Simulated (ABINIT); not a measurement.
Input of an ABINIT 10.8.3 (patched build) run:

File run.abi:

```
# Pseudopotentials
pp_dirpath "./"
pseudos "Mn.LDA_PW-JTH.xml, Si.LDA_PW-JTH.xml"

# Structure
acell 4.0460650019 4.0460650019 4.0460650019 Angstrom
rprim
     0.0000000000     0.7071067812     0.7071067812
     0.7071067812     0.0000000000     0.7071067812
     0.7071067812     0.7071067812     0.0000000000
ntypat 2
znucl 25 14
natom 4
typat 1 1 1 2
xred
     0.7500000000     0.7500000000     0.7500000000
     0.2500000000     0.2500000000     0.2500000000
     0.5000000000     0.5000000000     0.5000000000
     0.0000000000     0.0000000000     0.0000000000

# Plane-wave basis
ecut 22.0
pawecutdg 44.0

# k points
kptopt 1
ngkpt 6 6 6
nshiftk 1
shiftk 0.0 0.0 0.0

# Exchange and correlation
ixc 7

# Bands and occupations
nband 33
occopt 3
tsmear 0.05 eV

# Spin
nsppol 2
spinat
     0.0000000000     0.0000000000     4.0000000000
     0.0000000000     0.0000000000    -4.0000000000
     0.0000000000     0.0000000000     4.0000000000
     0.0000000000     0.0000000000     0.0000000000

# DFT+U
usepawu 1
lpawu 2 -1
upawu 5.0 0.0 eV
jpawu 0.0 0.0 eV

# SCF cycle
nstep 100
tolvrs 1.0e-9

# Output
iomode 3
prtwf 0
prtden 0
prteig 0
prtebands 0
enunit 1
```

Potentials or basis: JTH PAW LDA v2.0.

The run is started by

```sh
$ mpirun --bind-to none -np 4 abinit run.abi > log 2>&1
```

Q: What does it give for the band gap on the k mesh?

A: None (metal or under the smearing width).

Q: Predict the net moment.

A: 3.96 μB per cell.

Q: What does it give for the site moments?

A: Mn +3.54, -3.52, +3.78; Si -0.00 μB.

Eigenvalues of the final occupation matrices:
| site | spin | trace | eigenvalues |
| --- | --- | --- | --- |
| atom 1 | 1 | 4.19 | 0.83 0.83 0.85 0.85 0.85 |
| atom 1 | 2 | 0.68 | 0.09 0.09 0.17 0.17 0.17 |
| atom 2 | 1 | 0.69 | 0.08 0.08 0.17 0.17 0.17 |
| atom 2 | 2 | 4.14 | 0.81 0.81 0.84 0.84 0.84 |
| atom 3 | 1 | 4.28 | 0.83 0.83 0.83 0.89 0.89 |
| atom 3 | 2 | 0.53 | 0.06 0.06 0.14 0.14 0.14 |

Caveat: the U is typed as a test and isn't derived for this compound. The state reached can hang on the start; a lower one may exist.
